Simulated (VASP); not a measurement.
Method: G0W0 on PBE orbitals, VASP's PBE PAW potentials (set 64) (plane waves; VASP).

A VASP calculation is set up with these files.

**INCAR**
```
NELMGW  =  1
GGA  =  PE
ISMEAR  =  0   ! Gaussian
NOMEGA  =  64
ALGO  =  EVGW0
SIGMA  =  0.01   ! width (eV)
LCHARG  =  .FALSE.
LSPECTRALGW  =  .TRUE.
LASPH  =  .TRUE.
NBANDSGW  =  13
NBANDS  =  120
PREC  =  Normal
SYSTEM  =  LiI
LWAVE  =  .FALSE.
ENCUT  =  500   ! plane-wave cut-off (eV)
LREAL  =  .FALSE.   ! projection in real space or not
ENCUTGW  =  180
```

### POSCAR
```
LiI
1
    0.0000000000     3.0100000000     3.0100000000
    3.0100000000     0.0000000000     3.0100000000
    3.0100000000     3.0100000000     0.0000000000
Li I
1 1
Direct
  0.0000000000   0.0000000000   0.0000000000
  0.5000000000   0.5000000000   0.5000000000
```

**KPOINTS**
```
Automatic mesh
0
Gamma
6 6 6
0 0 0
```

POTCAR, in this order: Li_sv_GW I_GW (PBE.64 set). Program: vasp_std. Read from the step before: WAVECAR, WAVEDER.

What VASP printed:

### OSZICAR
```
energies w=
    0.000    0.000    1.115    0.000    2.229    0.000    3.337    0.000
    4.440    0.000    5.533    0.000    6.617    0.000    7.690    0.000
    8.750    0.000    9.798    0.000   10.832    0.000   11.852    0.000
   12.859    0.000   13.853    0.000   14.835    0.000   15.805    0.000
   16.765    0.000   17.715    0.000   18.658    0.000   19.593    0.000
   20.523    0.000   21.450    0.000   22.375    0.000   23.300    0.000
   24.226    0.000   25.156    0.000   26.092    0.000   27.036    0.000
   27.990    0.000   28.957    0.000   29.939    0.000   30.940    0.000
   31.962    0.000   33.009    0.000   34.084    0.000   35.192    0.000
   36.337    0.000   37.524    0.000   38.759    0.000   40.047    0.000
   41.395    0.000   42.813    0.000   44.309    0.000   45.893    0.000
   47.577    0.000   49.377    0.000   51.308    0.000   53.390    0.000
   55.646    0.000   58.105    0.000   60.799    0.000   63.771    0.000
   67.070    0.000   70.760    0.000   74.920    0.000   79.652    0.000
   85.089    0.000   91.403    0.000   98.832    0.000  107.701    0.000
  118.474    0.000  131.834    0.000  148.831    0.000  171.162    0.000
NQ=   1    0.0000    0.0000    0.0000,
 performed        298000 updates of chi_q(r,r)
NQ=   2    0.1667    0.0000    0.0000,
 performed        883000 updates of chi_q(r,r)
NQ=   3    0.3333    0.0000    0.0000,
 performed       1468000 updates of chi_q(r,r)
NQ=   4    0.5000    0.0000    0.0000,
 performed       1897000 updates of chi_q(r,r)
NQ=   5    0.1667    0.1667    0.0000,
 performed       2410000 updates of chi_q(r,r)
NQ=   6    0.3333    0.1667    0.0000,
 performed       3257000 updates of chi_q(r,r)
NQ=   7    0.5000    0.1667    0.0000,
 performed       4104000 updates of chi_q(r,r)
NQ=   8   -0.3333    0.1667    0.0000,
 performed       4951000 updates of chi_q(r,r)
NQ=   9   -0.1667    0.1667    0.0000,
 performed       5636000 updates of chi_q(r,r)
NQ=  10    0.3333    0.3333    0.0000,
 performed       6149000 updates of chi_q(r,r)
NQ=  11    0.5000    0.3333    0.0000,
 performed       6996000 updates of chi_q(r,r)
NQ=  12   -0.3333    0.3333    0.0000,
 performed       7681000 updates of chi_q(r,r)
NQ=  13    0.5000    0.5000    0.0000,
 performed       8072000 updates of chi_q(r,r)
NQ=  14    0.5000    0.3333    0.1667,
 performed       8925000 updates of chi_q(r,r)
NQ=  15   -0.3333    0.3333    0.1667,
 performed       9697000 updates of chi_q(r,r)
NQ=  16   -0.3333    0.5000    0.1667,
 performed      10382000 updates of chi_q(r,r)
 resolving degeneracies of screened two electron integrals
```

**OUTCAR**
```


 k-point   1 :       0.0000    0.0000    0.0000
  band No.  KS-energies  QP-energies   sigma(KS)   V_xc(KS)     V^pw_x(r,r')   Z            occupation Imag(sigma)

      1     -43.4420     -51.2979     -38.1751     -27.6020     -43.3144       0.7430       2.0000       0.2529
      2      -9.7142     -10.9304     -13.5300     -11.8535     -18.9533       0.7255       2.0000       1.4657
      3       1.9142       0.6847     -12.9555     -11.3908     -14.1728       0.7858       2.0000       0.1253
      4       1.9142       0.6847     -12.9555     -11.3908     -14.1728       0.7858       2.0000       0.1253
      5       1.9142       0.6847     -12.9555     -11.3908     -14.1728       0.7858       2.0000       0.1253
      6       6.1492       6.7039      -7.4719      -8.1546      -4.1318       0.8125       0.0000      -0.1331
      7      10.2406      10.7658      -7.1337      -7.7919      -3.4143       0.7979       0.0000      -0.1797
      8      10.2406      10.7658      -7.1337      -7.7919      -3.4143       0.7979       0.0000      -0.1797
      9      10.2406      10.7658      -7.1337      -7.7919      -3.4143       0.7979       0.0000      -0.1797
     10      11.4754      12.1010      -6.5847      -7.4000      -2.0832       0.7674       0.0000      -0.3023
     11      11.4754      12.1010      -6.5847      -7.4000      -2.0832       0.7674       0.0000      -0.3023
     12      11.4754      12.1010      -6.5847      -7.4000      -2.0832       0.7674       0.0000      -0.3023
     13      12.6128      13.2897      -7.8091      -8.6777      -3.6732       0.7793       0.0000      -0.2487

 k-point   2 :       0.1667    0.0000    0.0000
  band No.  KS-energies  QP-energies   sigma(KS)   V_xc(KS)     V^pw_x(r,r')   Z            occupation Imag(sigma)

      1     -43.4408     -51.3284     -38.1738     -27.6002     -43.3128       0.7460       2.0000       0.2528
      2      -9.5973     -10.7980     -13.5703     -11.9252     -18.9593       0.7299       2.0000       1.4490
      3       0.9319      -0.3631     -12.3341     -10.6691     -13.7584       0.7777       2.0000       0.1473
      4       1.8399       0.6025     -12.9267     -11.3492     -14.1616       0.7844       2.0000       0.1267
      5       1.8399       0.6025     -12.9267     -11.3492     -14.1616       0.7844       2.0000       0.1267
      6       6.8457       7.4079      -7.4980      -8.1945      -4.0798       0.8072       0.0000      -0.1404
      7       9.6559      10.1745      -7.3527      -8.0057      -3.5780       0.7942       0.0000      -0.1854
      8       9.7328      10.3376      -6.9486      -7.7136      -3.0754       0.7906       0.0000      -0.1968
      9       9.7328      10.3376      -6.9486      -7.7136      -3.0754       0.7906       0.0000      -0.1968
     10      11.0904      11.6591      -7.1275      -7.8491      -3.1540       0.7881       0.0000      -0.2194
     11      11.0904      11.6591      -7.1275      -7.8491      -3.1540       0.7881       0.0000      -0.2194
     12      11.7359      12.2748      -6.6114      -7.3138      -2.1252       0.7671       0.0000      -0.3096
     13      14.6935      15.0803      -6.5251      -7.0233      -1.9032       0.7765       0.0000      -0.4221

 k-point   3 :       0.3333    0.0000    0.0000
  band No.  KS-energies  QP-energies   sigma(KS)   V_xc(KS)     V^pw_x(r,r')   Z            occupation Imag(sigma)

      1     -43.4410     -51.3041     -38.1743     -27.6012     -43.3136       0.7437       2.0000       0.2528
      2      -9.3405     -10.5000     -13.6755     -12.1011     -18.9855       0.7365       2.0000       1.4079
      3      -0.4597      -1.8847     -11.8521      -9.9842     -13.7366       0.7629       2.0000       0.2003
      4       1.7055       0.4502     -12.8914     -11.2897     -14.1609       0.7838       2.0000       0.1295
      5       1.7055       0.4502     -12.8914     -11.2897     -14.1609       0.7838       2.0000       0.1295
      6       6.7464       7.2479      -6.8700      -7.4879      -3.5214       0.8116       0.0000      -0.1362
      7       8.5577       9.1573      -6.8373      -7.5878      -3.1926       0.7988       0.0000      -0.1676
      8       8.5577       9.1573      -6.8373      -7.5878      -3.1926       0.7988       0.0000      -0.1676
      9      10.9665      11.5951      -8.4495      -9.2687      -4.1650       0.7673       0.0000      -0.2685
     10      12.0307      12.4642      -6.5369      -7.0999      -2.0958       0.7700       0.0000      -0.3120
     11      12.7471      13.3366      -7.3870      -8.1449      -3.1127       0.7777       0.0000      -0.2894
     12      12.7471      13.3366      -7.3870      -8.1449      -3.1127       0.7777       0.0000      -0.2894
     13      17.6670      18.3027      -6.9889      -7.7979      -2.0629       0.7858       0.0000      -0.6859

 k-point   4 :       0.5000    0.0000    0.0000
  band No.  KS-energies  QP-energies   sigma(KS)   V_xc(KS)     V^pw_x(r,r')   Z            occupation Imag(sigma)

      1     -43.4399     -51.4718     -38.1732     -27.5998     -43.3122       0.7596       2.0000       0.2527
      2      -9.1980     -10.3321     -13.7453     -12.2116     -19.0092       0.7394       2.0000       1.3827
      3      -1.0377      -2.5112     -11.6797      -9.7247     -13.7788       0.7537       2.0000       0.2296
      4       1.6444       0.3813     -12.8827     -11.2697     -14.1682       0.7831       2.0000       0.1307
      5       1.6444       0.3813     -12.8827     -11.2697     -14.1682       0.7831       2.0000       0.1307
      6       6.4994       6.9783      -6.7707      -7.3599      -3.4808       0.8128       0.0000      -0.1322
      7       8.1375       8.7286      -6.7962      -7.5334      -3.2427       0.8019       0.0000      -0.1582
      8       8.1375       8.7286      -6.7962      -7.5334      -3.2427       0.8019       0.0000      -0.1582
      9      11.6218      12.1779      -8.0799      -8.8161      -3.4879       0.7553       0.0000      -0.3371
     10      13.2652      13.6704      -7.2736      -7.8030      -2.6813       0.7656       0.0000      -0.3723
     11      14.9328      15.6807      -8.0406      -9.0062      -3.4652       0.7745       0.0000      -0.3838
     12      14.9328      15.6807      -8.0406      -9.0062      -3.4652       0.7745       0.0000      -0.3838
     13      15.6761      16.3968      -7.0754      -7.9995      -2.3788       0.7798       0.0000      -0.4895

 k-point   5 :       0.1667    0.1667    0.0000
  band No.  KS-energies  QP-energies   sigma(KS)   V_xc(KS)     V^pw_x(r,r')   Z            occupation Imag(sigma)

      1     -43.4406     -51.3575     -38.1735     -27.5999     -43.3125       0.7487       2.0000       0.2528
      2      -9.5569     -10.7510     -13.5853     -11.9510     -18.9625       0.7306       2.0000       1.4427
      3       1.0274      -0.2474     -12.3768     -10.7408     -13.7497       0.7792       2.0000       0.1431
      4       1.5643       0.3038     -12.7184     -11.1057     -14.0183       0.7816       2.0000       0.1328
      5       1.5643       0.3038     -12.7184     -11.1057     -14.0183       0.7816       2.0000       0.1328
      6       7.4241       8.0169      -8.0209      -8.7596      -4.5168       0.8025       0.0000      -0.1498
      7       8.8503       9.4531      -6.7988      -7.5584      -3.0019       0.7937       0.0000      -0.1842
      8       9.0005       9.4336      -6.7720      -7.3106      -3.2017       0.8042       0.0000      -0.1611
      9      10.5286      11.1259      -7.2527      -8.0134      -3.2578       0.7851       0.0000      -0.2156
     10      10.5286      11.1259      -7.2527      -8.0134      -3.2578       0.7851       0.0000      -0.2156
     11      12.7533      13.3463      -6.8194      -7.5904      -2.3195       0.7692       0.0000      -0.3414
     12      12.7533      13.3463      -6.8194      -7.5904      -2.3195       0.7692       0.0000      -0.3414
     13      12.9859      13.6535      -7.8811      -8.7384      -3.6361       0.7788       0.0000      -0.3066

 k-point   6 :       0.3333    0.1667    0.0000
  band No.  KS-energies  QP-energies   sigma(KS)   V_xc(KS)     V^pw_x(r,r')   Z            occupation Imag(sigma)

      1     -43.4403     -51.3862     -38.1734     -27.6001     -43.3124       0.7515       2.0000       0.2528
      2      -9.3415     -10.5005     -13.6752     -12.0998     -18.9862       0.7356       2.0000       1.4073
      3      -0.0691      -1.4537     -11.9622     -10.1603     -13.6991       0.7684       2.0000       0.1826
      4       1.3196       0.0451     -12.5360     -10.9021     -13.8741       0.7801       2.0000       0.1372
      5       1.3436       0.0613     -12.6117     -10.9675     -13.9677       0.7799       2.0000       0.1378
      6       7.5953       8.1349      -7.3088      -7.9812      -3.8153       0.8025       0.0000      -0.1522
      7       8.2479       8.8185      -7.0951      -7.8089      -3.4752       0.7994       0.0000      -0.1640
      8       9.2047       9.7116      -7.2586      -7.8936      -3.5610       0.7983       0.0000      -0.1756
      9       9.8951      10.5239      -7.1752      -7.9741      -3.2571       0.7872       0.0000      -0.2037
     10      11.5464      12.1819      -7.5244      -8.3515      -3.1468       0.7683       0.0000      -0.2885
     11      13.6414      14.1723      -7.0110      -7.6974      -2.4718       0.7735       0.0000      -0.3781
     12      13.6642      14.2912      -7.6272      -8.4347      -3.1970       0.7765       0.0000      -0.3471
     13      15.6443      16.3391      -7.5512      -8.4395      -2.6906       0.7821       0.0000      -0.5846

 k-point   7 :       0.5000    0.1667    0.0000
  band No.  KS-energies  QP-energies   sigma(KS)   V_xc(KS)     V^pw_x(r,r')   Z            occupation Imag(sigma)

      1     -43.4400     -51.4083     -38.1732     -27.6001     -43.3123       0.7536       2.0000       0.2528
      2      -9.1506     -10.2799     -13.7702     -12.2488     -19.0193       0.7423       2.0000       1.3723
      3      -0.8187      -2.2753     -11.7117      -9.7902     -13.7259       0.7580       2.0000       0.2175
...
```
(Selected blocks of OUTCAR.)

The mesh is coarse and the basis finite, so the quasiparticle values are not converged.

The compound is LiI in the rock salt structure. The cell was not relaxed at this level.
